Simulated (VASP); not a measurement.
# SnTe (F-43m) in VASP: a series of runs

Runs on SnTe. Level: HSE06. Tasks: single point, relaxation of cell and atoms.

Program: VASP 6.6.1. These are calculated values, not measurements. Logs are shortened: lines on timing, memory, paths and dates and some standing lists are left out, and cuts for length are marked.

## (1) The structure

It takes space group F-43m (No. 216, cubic). The conventional cell has a = 7.222 Å, b = 7.222 Å, c = 7.222 Å, α = 90.00°, β = 90.00°, γ = 90.00°. Te (site symmetry -43m) is surrounded by 4 Sn at 3.13 Å. Sn (site symmetry -43m) is surrounded by 4 Te at 3.13 Å.

Measurements of this composition are mostly on another form, of space group No. 225.

## (2) Single point, HSE06

File POSCAR:

```
SnTe
1.0
    0.0000000000      3.6111460000      3.6111460000
    3.6111460000      0.0000000000      3.6111460000
    3.6111460000      3.6111460000      0.0000000000
Te Sn
1 1
Direct
    0.2500000000      0.2500000000      0.2500000000
    0.0000000000      0.0000000000      0.0000000000
```

File INCAR.step1:

```
SYSTEM = SnTe
PREC = Accurate ; ENCUT = 520
EDIFF = 1E-5 ; ISMEAR = 0
SIGMA = 0.01 ; LREAL = .False.
LASPH = .True. ; NELM = 100
ALGO = Normal ; ISIF = 2
LWAVE = .True. ; LCHARG = .False.
NBANDS = 18 ; NKRED = 1
GGA = PE
```

File INCAR.step2:

```
SYSTEM = SnTe
PREC = Accurate ; ENCUT = 520
EDIFF = 1E-6 ; ISMEAR = 0
SIGMA = 0.01 ; LREAL = .False.
LASPH = .True. ; NELM = 100
ALGO = Normal ; ISIF = 2
LWAVE = .False. ; LCHARG = .False.
GGA = PE ; LHFCALC = .True.
HFSCREEN = 0.2 ; PRECFOCK = Fast
NBANDS = 18 ; NKRED = 1
ISTART = 1
```

File KPOINTS:

```
regular mesh
0
Gamma
  3 3 3
  0 0 0
```

Potentials or basis: VASP PAW PBE potentials, release 64 (Te, Sn_d).

On the command line:

```bash
> cat potpaw_PBE.64/Te/POTCAR potpaw_PBE.64/Sn_d/POTCAR > POTCAR
> cp INCAR.step1 INCAR
> mpirun -np 1 vasp_std > vasp.out
> cp INCAR.step2 INCAR
> mpirun -np 1 vasp_std > vasp.out
```

OUTCAR:

```text
SYSTEM = SnTe
   PREC = Accurate
   ENCUT = 520
   EDIFF = 1E-6
   ISMEAR = 0
   LREAL = .False.
   LASPH = .True.
   NELM = 100
   ISIF = 2
   GGA = PE
   LHFCALC = .True.
   HFSCREEN = 0.2
   PRECFOCK = Fast
   NKRED = 1
   ISTART = 1

 Found      4 irreducible k-points:

 Following reciprocal coordinates:
            Coordinates               Weight
  0.000000  0.000000  0.000000      1.000000
  0.333333  0.000000  0.000000      8.000000
  0.333333  0.333333  0.000000      6.000000
 -0.333333  0.333333  0.000000     12.000000
   k-points           NKPTS =      4   k-points in BZ     NKDIM =     27   number of bands    NBANDS=     18
   number of dos      NEDOS =    301   number of ions     NIONS =      2
   total plane-waves  NPLWV =  64000
   dimension x,y,z NGX =    40 NGY =   40 NGZ =   40
   dimension x,y,z NGXF=    80 NGYF=   80 NGZF=   80
   ions per type =               1   1
   NGX,Y,Z   is equivalent  to a cutoff of  13.02, 13.02, 13.02 a.u.
   NGXF,Y,Z  is equivalent  to a cutoff of  26.04, 26.04, 26.04 a.u.
 SYSTEM =  SnTe
   PREC   = accura    normal or accurate (medium, high low for compatibility)
   ISTART =      1    job   : 0-new  1-cont  2-samecut
   ICHARG =      0    charge: 1-file 2-atom 10-const
   ISPIN  =      1    spin polarized calculation?
   LNONCOLLINEAR =      F non collinear calculations
   LSORBIT =      F    spin-orbit coupling
   LASPH  =      T    aspherical Exc in radial PAW
   ENCUT  =  520.0 eV  38.22 Ry    6.18 a.u.   9.50  9.50  9.50*2*pi/ulx,y,z
   NELM   =    100;   NELMIN=  2; NELMDL=  0     # of ELM steps
   EDIFF  = 0.1E-05   stopping-criterion for ELM
   LREAL  =      F    real-space projection
   EDIFFG = 0.1E-04   stopping-criterion for IOM
   NSW    =      0    number of steps for IOM
   IBRION =     -1    ionic relax: 0-MD 1-quasi-New 2-CG
   NFREE  =      0    steps in history (QN), initial steepest desc. (CG)
   ISIF   =      2    stress and relaxation
   ISYM   =      3    0-nonsym 1-usesym 2-fastsym
   POTIM  = 0.5000    time-step for ionic-motion
   TEBEG  =    0.0;   TEEND  =   0.0 temperature during run
   PSTRESS=    0.0 pullay stress
   NELECT =      20.0000    total number of electrons
   NUPDOWN=      -1.0000    fix difference up-down
   EMIN   =  10.00;   EMAX   =-10.00  energy-range for DOS
   EFERMI =   0.00;   METHOD = LEGACY
   ISMEAR =     0;   SIGMA  =   0.01  broadening in eV -4-tet -1-fermi 0-gaus
   EFERMI_NEDOS =   21; number of points for ismear=-14 and -15
   IALGO  =     38    algorithm
   IMIX   =      1    mixing-type and parameters
     AMIX     =   0.40;   BMIX     =  1.00
     AMIX_MAG =   1.60;   BMIX_MAG =  1.00
  volume/ion in A,a.u.               =      47.09       317.78
  Fermi-wavevector in a.u.,A,eV,Ry     =   0.976704  1.845704 12.979296  0.953951
  Thomas-Fermi vector in A             =   2.107344
   LORBIT       =      0    0 simple, 1 ext, 2 COOP (PROOUT), +10 PAW based schemes
   GGA     = PE    functional components
   LHFCALC =     T    Hartree Fock is set to
   PRECFOCK=fast      Normal, Fast or Accurate (Low or Medium for compatibility)
   ENCUT4O =  -1.0   cutoff for four orbital integrals eV
   NKREDX  =     1    reduce k-point grid by
   NKREDY  =     1    reduce k-point grid by
   NKREDZ  =     1    reduce k-point grid by
   AEXX    =    0.2500 exact exchange contribution
   HFSCREEN=    0.2000 screening length (either q_TF or 0.3 A-1)
   HFSCREENC=   0.2000 screening length for correlation (either q_TF or 0.3 A-1)
   ENCUTFOCK=  -1.0 apply spherical cutoff to Coloumb kernel
   IVDW    =     0    specifies the selected vdW correction
   LEPSILON=     F    determine dielectric tensor
   LRPA    =     F    only Hartree local field effects (RPA)
 non-spin polarized calculation
 Gauss-broadening in eV      SIGMA  =   0.01
  energy-cutoff  :      520.00
  volume of cell :       94.18
 maximum number of plane-waves:      2637
 NGX is ok and might be reduce to    40
  NGX = 24; NGY = 24; NGZ = 24

 number of electron      19.9999999 magnetization

 Free energy of the ion-electron system (eV)
  ---------------------------------------------------
  ext. energy  EPLUGINS =         0.00000000
  ---------------------------------------------------
  free energy    TOTEN  =        -8.57990954 eV

  energy without entropy =       -8.57990954  energy(sigma->0) =       -8.57990954

 E-fermi :   2.4782     XC(G=0):  -6.3006

 val. band max:        2.3541129195   @ k =  -0.3333   0.3333   0.0000
 cond. band min:       3.4894046679   @ k =   0.3333   0.3333   0.0000
 fundamental gap:      1.1352917484
 Fermi energy:         2.4782486090

 k-point     1 :       0.0000    0.0000    0.0000
  band No.  band energies     occupation
      1     -21.1876      2.00000
      2     -21.1876      2.00000
      3     -21.1876      2.00000
      4     -21.1760      2.00000
      5     -21.1760      2.00000
      6      -9.8472      2.00000
[... 10 lines left out ...]
     17      11.1608      0.00000
     18      11.1608      0.00000

 k-point     2 :       0.3333    0.0000    0.0000
  band No.  band energies     occupation
      1     -21.1880      2.00000
      2     -21.1863      2.00000
      3     -21.1863      2.00000
      4     -21.1759      2.00000
      5     -21.1759      2.00000
      6      -9.4143      2.00000
[... 10 lines left out ...]
     17      10.9244      0.00000
     18      13.4000      0.00000

 k-point     3 :       0.3333    0.3333    0.0000
  band No.  band energies     occupation
      1     -21.1898      2.00000
      2     -21.1850      2.00000
      3     -21.1850      2.00000
      4     -21.1766      2.00000
      5     -21.1753      2.00000
      6      -9.2514      2.00000
[... 10 lines left out ...]
     17      13.1062      0.00000
     18      13.1062      0.00000

 k-point     4 :      -0.3333    0.3333    0.0000
  band No.  band energies     occupation
      1     -21.1892      2.00000
      2     -21.1850      2.00000
      3     -21.1850      2.00000
      4     -21.1763      2.00000
      5     -21.1757      2.00000
      6      -9.0476      2.00000
[... 10 lines left out ...]
     17      12.5599      0.00000
     18      13.3483      0.00000

------------------------ aborting loop because EDIFF is reached ----------------------------------------

  FORCE on cell =-STRESS in cart. coord.  units (eV):
  Direction    XX          YY          ZZ          XY          YZ          ZX
  --------------------------------------------------------------------------------------
  -------------------------------------------------------------------------------------
  Total       -0.8848754     -0.8848754     -0.8848754     -0.0000000     -0.0000000     -0.0000000
  in kB      -15.0531564    -15.0531564    -15.0531564     -0.0000000     -0.0000000     -0.0000000
  external PRESSURE =     -15.0531564 kB  Pullay stress =       0.0000000 kB

 VOLUME and BASIS-vectors are now :
 -----------------------------------------------------------------------------
  energy-cutoff  :      520.00
  volume of cell :       94.18
      direct lattice vectors                 reciprocal lattice vectors
     0.000000000  3.611146000  3.611146000    -0.138460201  0.138460201  0.138460201
     3.611146000  0.000000000  3.611146000     0.138460201 -0.138460201  0.138460201
     3.611146000  3.611146000  0.000000000     0.138460201  0.138460201 -0.138460201

 POSITION                                       TOTAL-FORCE (eV/Angst)
 -----------------------------------------------------------------------------------
      1.80557      1.80557      1.80557         0.000000      0.000000      0.000000
      0.00000      0.00000      0.00000        -0.000000     -0.000000     -0.000000
 -----------------------------------------------------------------------------------
    total drift:                                0.000016      0.000023      0.000012

  FREE ENERGIE OF THE ION-ELECTRON SYSTEM (eV)
  ---------------------------------------------------
  free  energy   TOTEN  =        -8.5799095356 eV

  energy  without entropy=       -8.5799095356  energy(sigma->0) =       -8.57990954
```

OSZICAR.step1:

```text
N       E                     dE             d eps       ncg     rms          rms(c)
DAV:   1     0.124602374631E+03    0.12460E+03   -0.90656E+03   144   0.113E+03
DAV:   2     0.522645813396E+01   -0.11938E+03   -0.11648E+03   144   0.281E+02
DAV:   3    -0.690368038179E+01   -0.12130E+02   -0.12009E+02   172   0.861E+01
DAV:   4    -0.728819350450E+01   -0.38451E+00   -0.38419E+00   164   0.158E+01
DAV:   5    -0.730530202655E+01   -0.17109E-01   -0.17108E-01   210   0.329E+00    0.426E+00
DAV:   6    -0.717786744836E+01    0.12743E+00   -0.32206E-01   188   0.260E+00    0.274E+00
DAV:   7    -0.717665123766E+01    0.12162E-02   -0.73859E-02   158   0.990E-01    0.103E+00
DAV:   8    -0.717813492178E+01   -0.14837E-02   -0.84760E-03   170   0.616E-01    0.201E-01
DAV:   9    -0.717866583382E+01   -0.53091E-03   -0.18700E-03   160   0.266E-01    0.654E-02
DAV:  10    -0.717880570119E+01   -0.13987E-03   -0.29579E-04   162   0.864E-02    0.366E-02
DAV:  11    -0.717893840622E+01   -0.13271E-03   -0.22465E-04   146   0.628E-02    0.364E-02
DAV:  12    -0.717893982248E+01   -0.14163E-05   -0.60865E-06   146   0.144E-02
   1 F= -.71789398E+01 E0= -.71789398E+01  d E =-.121136E-68
```

Run time: 66 s. Hardware: 1 thread of Intel Xeon Platinum 8488C (Sapphire Rapids), shared host; peak memory 0.34 GiB.

These settings aren't checked as converged: the numbers below hold their error.

Results:

* Free energy: -8.5799 eV
* Pressure: -1.5 GPa
* Band gap on the k mesh: 1.14 eV, indirect (least direct gap 1.38 eV)

Caveat: the k mesh is coarse (spacing up to 0.50 Å⁻¹), so the values aren't converged, least of all with exact exchange; the PAW data sets were made with another functional, which shifts forces and pressure a little; spin-orbit coupling is left out, which moves the levels of the heavy elements; an odd mesh through Γ misses points on the zone boundary, where band edges often lie.

(Continued in part 2 of 2.)
